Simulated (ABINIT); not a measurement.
MoP:

```xyz
2
Lattice="3.2230 0.0000 0.0000 -1.6115 2.7912 0.0000 0.0000 0.0000 3.1910" Properties=species:S:1:pos:R:3 pbc="T T T"
Mo    0.0000    0.0000    0.0000
P     0.0000    1.8608    1.5955
```

Base run:

```yaml
Program: ABINIT 10.8.3 (patched build)
Functional: RPBE
Potentials_or_basis: JTH PAW PBE v2.0
Cutoff: 544 eV
k_mesh: 10 × 10 × 8
Occupations: fermi-dirac, width 0.05 eV
Spin: no spin polarisation
```

Its results: band gap on the k mesh none (metal or under the smearing width); pressure 5.4 GPa.

Q: After a change of settings the same cell gave: band gap on the k mesh none (metal or under the smearing width); pressure 3.6 GPa. Which change was it?
A. functional from RPBE to PW91
B. functional from RPBE to revPBE
C. functional from RPBE to PBEsol; k mesh from 10 × 10 × 8 to 13 × 13 × 10
D. functional from RPBE to SOGGA

A: A.

PW91 binds more tightly than RPBE, so the same cell stands under less pressure.

Caveats: the PAW data sets were made with another functional, which shifts forces and pressure a little.
